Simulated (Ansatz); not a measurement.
**HfO2: freezing in a mode**

The task, for HfO2: trace the energy along mode 13.

Program: Ansatz 0.2.0. Level of theory: DFT r2SCAN, scalar-relativistic, plane waves, PAW. These are calculated values, not measurements.

1 further run of the same task is left out (set aside as unsound or not needed). Runs told in other sessions of the task aren't counted.

### Step 1. The starting structure

Symmetry: P4_2/mnm, No. 136, tetragonal system. Conventional cell: a = 4.838 Å, b = 4.838 Å, c = 3.220 Å, α = 90.00°, β = 90.00°, γ = 90.00°. Around Hf (site symmetry mmm) lie 6 O at 2.09 Å. O (site symmetry m2m) is surrounded by 3 Hf at 2.09 Å.

Coordinates:

```cif
data_structure
_symmetry_space_group_name_H-M 'P4_2/mnm'
_symmetry_Int_Tables_number 136
_cell_length_a 4.8382
_cell_length_b 4.8382
_cell_length_c 3.2203
_cell_angle_alpha 90.000
_cell_angle_beta 90.000
_cell_angle_gamma 90.000
_cell_volume 75.38
loop_
_atom_site_label
_atom_site_type_symbol
_atom_site_symmetry_multiplicity
_atom_site_Wyckoff_symbol
_atom_site_fract_x
_atom_site_fract_y
_atom_site_fract_z
_atom_site_occupancy
Hf1 Hf 2 a 0.00000 0.00000 0.00000 1
O1 O 4 f 0.19492 0.80508 0.50000 1
```

It goes back to an entry of the Materials Project, which need not be the stable form.

This cell was relaxed beforehand with the same method: volume 12.56 Å³/atom, gap on the mesh 4.53 eV.

### Step 2. The reference cell

Reference values: F = -33752.6216 eV; pressure 0.00 GPa; largest force 0.000 eV/Å; gap on the mesh 4.53 eV. It was computed beforehand with the settings of the runs below.

### Step 3. Next: freezing in a mode

Mode 13 of the phonon run on this cell, counted from the lowest, is frozen in: each atom moves by x times its row below, so x is the largest displacement.

```
atom      ux      uy     uz
 Hf1   0.035  -0.021  0.000
 Hf2   0.064   0.057  0.000
  O3   0.000   0.631  0.000
  O4  -0.549  -0.836  0.000
  O5  -0.549  -0.836  0.000
  O6   0.000   0.631  0.000
```

### Step 4. At x = -0.200 Å

File input.yaml:

```yaml
crystal:
  lattice:
    - [4.8382036322, 0.0, 0.0]
    - [0.0, 4.8382036322, 0.0]
    - [0.0, 0.0, 3.2203479185]
  atoms:
    - { symbol: Hf, position: [-0.0014292607, 0.0008536426, 0.0] }
    - { symbol: Hf, position: [0.497364033, 0.4976263443, 0.5] }
    - { symbol: O, position: [0.1949191829, 0.7789967599, 0.5] }
    - { symbol: O, position: [0.3277570581, 0.3396436576, 0.0] }
    - { symbol: O, position: [0.7175954239, 0.7294820234, 0.0] }
    - { symbol: O, position: [0.8050808171, 0.1688351257, 0.5] }
basis:
  ecutwfc: 500
kpoints:
  mp_grid: { grid: [6, 6, 8] }
hamiltonian:
  xc: r2scan
scf:
  occupations: { method: gaussian, width: 0.05 }
output:
  forces: true
  stress: true
  eigenvalues: true
  write_density: true
  write_potential: true
  elf: true
  volumetric_format: npy
```

Started as:

```sh
$ ansatz run input.yaml --threads 2 --pin off --max-ram 5120MiB --backend cpu --events-out ev --progress --plain --runs-dir out
```

### Step 5. x = 0.150 Å

File input.yaml:

```yaml
crystal:
  lattice:
    - [4.8382036322, 0.0, 0.0]
    - [0.0, 4.8382036322, 0.0]
    - [0.0, 0.0, 3.2203479185]
  atoms:
    - { symbol: Hf, position: [0.0010719455, -0.0006402319, 0.0] }
    - { symbol: Hf, position: [0.5019769752, 0.5017802418, 0.5] }
    - { symbol: O, position: [0.1949191829, 0.82464386, 0.5] }
    - { symbol: O, position: [0.2880736364, 0.2791586867, 0.0] }
    - { symbol: O, position: [0.6779120022, 0.6689970525, 0.0] }
    - { symbol: O, position: [0.8050808171, 0.2144822258, 0.5] }
basis:
  ecutwfc: 500
kpoints:
  mp_grid: { grid: [6, 6, 8] }
hamiltonian:
  xc: r2scan
scf:
  occupations: { method: gaussian, width: 0.05 }
output:
  forces: true
  stress: true
  eigenvalues: true
```

### Step 6. x = -0.100 Å

File input.yaml:

```yaml
crystal:
  lattice:
    - [4.8382036322, 0.0, 0.0]
    - [0.0, 4.8382036322, 0.0]
    - [0.0, 0.0, 3.2203479185]
  atoms:
    - { symbol: Hf, position: [-0.0007146303, 0.0004268213, 0.0] }
    - { symbol: Hf, position: [0.4986820165, 0.4988131721, 0.5] }
    - { symbol: O, position: [0.1949191829, 0.7920387885, 0.5] }
    - { symbol: O, position: [0.3164189376, 0.3223622373, 0.0] }
    - { symbol: O, position: [0.7062573034, 0.7122006031, 0.0] }
    - { symbol: O, position: [0.8050808171, 0.1818771543, 0.5] }
basis:
  ecutwfc: 500
kpoints:
  mp_grid: { grid: [6, 6, 8] }
hamiltonian:
  xc: r2scan
scf:
  occupations: { method: gaussian, width: 0.05 }
output:
  forces: true
  stress: true
  eigenvalues: true
```

### Step 7. Point x = 0.050 Å

File input.yaml:

```yaml
crystal:
  lattice:
    - [4.8382036322, 0.0, 0.0]
    - [0.0, 4.8382036322, 0.0]
    - [0.0, 0.0, 3.2203479185]
  atoms:
    - { symbol: Hf, position: [0.0003573152, -0.0002134106, 0.0] }
    - { symbol: Hf, position: [0.5006589917, 0.5005934139, 0.5] }
    - { symbol: O, position: [0.1949191829, 0.8116018314, 0.5] }
    - { symbol: O, position: [0.2994117569, 0.296440107, 0.0] }
    - { symbol: O, position: [0.6892501227, 0.6862784728, 0.0] }
    - { symbol: O, position: [0.8050808171, 0.2014401972, 0.5] }
basis:
  ecutwfc: 500
kpoints:
  mp_grid: { grid: [6, 6, 8] }
hamiltonian:
  xc: r2scan
scf:
  occupations: { method: gaussian, width: 0.05 }
output:
  forces: true
  stress: true
  eigenvalues: true
```

### Step 8. x = 0.175 Å

File input.yaml:

```yaml
crystal:
  lattice:
    - [4.8382036322, 0.0, 0.0]
    - [0.0, 4.8382036322, 0.0]
    - [0.0, 0.0, 3.2203479185]
  atoms:
    - { symbol: Hf, position: [0.0012506031, -0.0007469373, 0.0] }
    - { symbol: Hf, position: [0.5023064711, 0.5020769488, 0.5] }
    - { symbol: O, position: [0.1949191829, 0.8279043671, 0.5] }
    - { symbol: O, position: [0.2852391063, 0.2748383317, 0.0] }
    - { symbol: O, position: [0.6750774721, 0.6646766975, 0.0] }
    - { symbol: O, position: [0.8050808171, 0.2177427329, 0.5] }
basis:
  ecutwfc: 500
kpoints:
  mp_grid: { grid: [6, 6, 8] }
hamiltonian:
  xc: r2scan
scf:
  occupations: { method: gaussian, width: 0.05 }
output:
  forces: true
  stress: true
  eigenvalues: true
```

### Step 9. Point x = 0.125 Å

File input.yaml:

```yaml
crystal:
  lattice:
    - [4.8382036322, 0.0, 0.0]
    - [0.0, 4.8382036322, 0.0]
    - [0.0, 0.0, 3.2203479185]
  atoms:
    - { symbol: Hf, position: [0.0008932879, -0.0005335266, 0.0] }
    - { symbol: Hf, position: [0.5016474794, 0.5014835348, 0.5] }
    - { symbol: O, position: [0.1949191829, 0.8213833528, 0.5] }
    - { symbol: O, position: [0.2909081665, 0.2834790418, 0.0] }
    - { symbol: O, position: [0.6807465323, 0.6733174076, 0.0] }
    - { symbol: O, position: [0.8050808171, 0.2112217186, 0.5] }
basis:
  ecutwfc: 500
kpoints:
  mp_grid: { grid: [6, 6, 8] }
hamiltonian:
  xc: r2scan
scf:
  occupations: { method: gaussian, width: 0.05 }
output:
  forces: true
  stress: true
  eigenvalues: true
```

### Step 10. Point x = 0.075 Å

File input.yaml:

```yaml
crystal:
  lattice:
    - [4.8382036322, 0.0, 0.0]
    - [0.0, 4.8382036322, 0.0]
    - [0.0, 0.0, 3.2203479185]
  atoms:
    - { symbol: Hf, position: [0.0005359728, -0.000320116, 0.0] }
    - { symbol: Hf, position: [0.5009884876, 0.5008901209, 0.5] }
    - { symbol: O, position: [0.1949191829, 0.8148623385, 0.5] }
    - { symbol: O, position: [0.2965772267, 0.2921197519, 0.0] }
    - { symbol: O, position: [0.6864155925, 0.6819581177, 0.0] }
    - { symbol: O, position: [0.8050808171, 0.2047007043, 0.5] }
basis:
  ecutwfc: 500
kpoints:
  mp_grid: { grid: [6, 6, 8] }
hamiltonian:
  xc: r2scan
scf:
  occupations: { method: gaussian, width: 0.05 }
output:
  forces: true
  stress: true
  eigenvalues: true
```

### Step 11. Point x = 0.025 Å

File input.yaml:

```yaml
crystal:
  lattice:
    - [4.8382036322, 0.0, 0.0]
    - [0.0, 4.8382036322, 0.0]
    - [0.0, 0.0, 3.2203479185]
  atoms:
    - { symbol: Hf, position: [0.0001786576, -0.0001067053, 0.0] }
    - { symbol: Hf, position: [0.5003294959, 0.500296707, 0.5] }
    - { symbol: O, position: [0.1949191829, 0.8083413242, 0.5] }
    - { symbol: O, position: [0.302246287, 0.300760462, 0.0] }
    - { symbol: O, position: [0.6920846528, 0.6905988278, 0.0] }
    - { symbol: O, position: [0.8050808171, 0.19817969, 0.5] }
basis:
  ecutwfc: 500
kpoints:
  mp_grid: { grid: [6, 6, 8] }
hamiltonian:
  xc: r2scan
scf:
  occupations: { method: gaussian, width: 0.05 }
output:
  forces: true
  stress: true
  eigenvalues: true
```

(Steps that only read results are left out.)

What does the calculation give? Wanted: harmonic wavenumber of the mode.

The runs gave:

```
                                          quantity     value
                   harmonic wavenumber of the mode  463 cm⁻¹
the same from the force at an amplitude of 0.025 Å  463 cm⁻¹
```

The force at the smallest amplitude gives 463 cm⁻¹ against 463 cm⁻¹ from the phonon run, so the curve is close to a parabola there. The undisturbed cell stays the lowest of the sampled points. The gap on the mesh stays between 4.53 and 4.65 eV. Spin-orbit coupling is left out, which matters for the bands of Hf.
